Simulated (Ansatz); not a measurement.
Bi:

```xyz
1
Lattice="-1.9814 1.9814 1.9814 1.9814 -1.9814 1.9814 1.9814 1.9814 -1.9814" Properties=species:S:1:pos:R:3 pbc="T T T"
Bi    0.0000    0.0000    0.0000
```

This isn't the form of Bi at room conditions, which is rhombohedral.

| Item | Value |
| --- | --- |
| Program | Ansatz 0.2.0 |
| Task | relaxation of cell and atoms |
| Functional | HSE03 |
| Potentials or basis | Ansatz PAW |
| Cutoff | 420 eV (not typed: the program's choice for these potentials) |
| k mesh | 5 × 5 × 5 |
| Occupations | fermi-dirac, width 0.05 eV |
| Spin | no spin polarisation |

At the start: volume 31.12 Å³/atom.

Task: How do energy, volume and symmetry change on relaxing?

Result: It ends after 4 steps and the volume is 30.27 Å³/atom (-2.7 %); space group Im-3m (No. 229, to 0.05 Å).

Step by step:
```tsv
step	energy change (eV)	largest force (eV/Å)	volume (Å³)
1	0.0000	0.0000	31.12
2	-0.0025	0.0000	30.46
3	-0.0026	0.0000	30.27
4	-0.0025	0.0000	30.27
```

Final structure:
```
Bi
1.0
    -1.96323    1.96323    1.96323
     1.96323   -1.96323    1.96323
     1.96323    1.96323   -1.96323
Bi
1
Direct
  0.00000 0.00000 0.00000
```

Caveat: the k mesh is coarse (spacing up to 0.45 Å⁻¹), so the values aren't converged, least of all with exact exchange; the plane-wave basis is chosen anew once the cell has moved, so the energies of steps on either side of that aren't comparable; the PAW data sets come from PBE, with cores solved anew for the run's functional, which leaves a small shift of forces and pressure.
